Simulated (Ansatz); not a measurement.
# CdS (Pmmn): calculation of the dielectric tensor and Born charges, by script

How polarisable is CdS (Pmmn), and how large are its Born charges? Wanted for CdS (Pmmn): a calculation of the dielectric tensor and Born charges.

All numbers are computed with Ansatz 0.2.0 through its Python package. Level of theory: DFT PBEsol, plane waves, PAW.

## 1. The structure

The structure is orthorhombic, space group Pmmn (No. 59). The conventional cell has a = 3.898 Å, b = 5.511 Å, c = 3.898 Å, α = 90.00°, β = 90.00°, γ = 90.00°. Cd (site symmetry mm2) has 6 S at 2.75 to 2.76 Å as nearest neighbours. S (site symmetry mm2) is surrounded by 6 Cd at 2.75 to 2.76 Å.

No structure file is read: the coordinates are typed or built in the script.

## 2. Script

Contents of cds.py:

```python
"""Response of CdS to an electric field."""

import warnings

import ansatz as az
import numpy as np

CUTOFF = 450
XC = "pbesol"
TOLERANCE = 1e-10
KGRID = (6, 4, 6)
SMEARING = "fixed"

warnings.simplefilter("ignore", az.DeckWarning)

lattice = az.Lattice.of(
    [3.89844, 0.0, 0.0],
    [0.0, 5.51149, 0.0],
    [0.0, 0.0, 3.8981],
)
sites = [
    ("Cd", [0.5, 0.5, 0.24303]),
    ("Cd", [0.0, 0.0, 0.75697]),
    ("S", [0.5, 0.0, 0.25516]),
    ("S", [0.0, 0.5, 0.74484]),
]
crystal = az.Crystal(lattice=lattice)
for symbol, position in sites:
    crystal = crystal.atom(symbol, position)

# an insulator: whole occupations
calc = (
    crystal.calculation()
    .basis(CUTOFF)
    .functional(XC)
    .scf(tolerance=TOLERANCE)
    .kpoints(*KGRID)
    .occupations(SMEARING)
    .dielectric()
)
done = calc.run(threads=1, backend="cpu")
response = done.dielectric
eps = np.asarray(response.eps_inf)

print(f"mean eps_inf {np.trace(eps) / 3:.3f}, fraction of exact exchange 1/eps = {3 / np.trace(eps):.3f}")
print(np.array2string(eps, precision=3, suppress_small=True))
for site, z in zip(done.lattice.sites, response.zstar_e):
    print(f"{site.symbol:2s} Z* trace/3 = {np.trace(z) / 3:+.3f} e")
print(f"charge neutrality missed by {response.zstar_sum_residual_pre_e:.4f} e before the sum rule")
```

## 3. Running it

On the command line:

```
$ python cds.py
```

Standard output:

```text
mean eps_inf 9.617, fraction of exact exchange 1/eps = 0.104
[[9.617 0.    0.   ]
 [0.    9.616 0.   ]
 [0.    0.    9.618]]
Cd Z* trace/3 = +3.021 e
Cd Z* trace/3 = +3.021 e
S  Z* trace/3 = -3.021 e
S  Z* trace/3 = -3.021 e
charge neutrality missed by 0.0046 e before the sum rule
```

Run time: 5.3 min. Hardware: 1 thread of Arm Neoverse V1, shared host; peak memory 1.3 GiB.

## 4. The run's own record

From the engine's report, whether the script printed it or not:

```
                                                                  item         value
                                                     SCF cycles in all            14
                                                       k-points solved            76
                                                           plane waves          1827
                                                                 bands            32
                                                     valence electrons            52
                                                      free energy (eV)  -18140.03372
                                                      Fermi level (eV)         9.221
lowest empty less highest filled level on the mesh, by band count (eV)         0.137
```

## 5. Dielectric tensor and Born charges

Electronic dielectric tensor:

```
9.617 0.000 0.000
0.000 9.616 0.000
0.000 0.000 9.618
```

```
atom    Z*xx    Z*yy    Z*zz
 Cd1   3.021   3.021   3.021
 Cd2   3.021   3.021   3.021
  S3  -3.021  -3.021  -3.021
  S4  -3.021  -3.021  -3.021
```

## 6. What came out

```
                      quantity                                value
                   free energy  -18140.0337 eV (-4535.0084 eV/atom)
               gap on the mesh                              0.14 eV
electronic dielectric constant                                 9.62
      largest mean Born charge                        +3.02 e on Cd
```

**Reading.** The mean electronic dielectric constant of 9.62 means a refractive index near 3.10 below the gap, the same along all axes. The ions' share of the static constant isn't in it. On the mesh the gap is 0.14 eV; the true edges may lie between its points. Semilocal functionals usually give gaps below the measured ones. Notes:
- Under fixed occupations the level called the Fermi level is the highest filled one on the SCF mesh; off the mesh a filled band can lie a little above it.
- Averages over directions belong to no single polarisation, least of all in layered crystals.
- Pressure is positive in compression.
- The structure comes from a database of computed cells and needn't be a stable or known phase.
- This is the electronic (clamped-ion) response; a semilocal gap that is too small tends to raise it. The typed mesh is that of the SCF; the response is solved on denser meshes that the run picks.
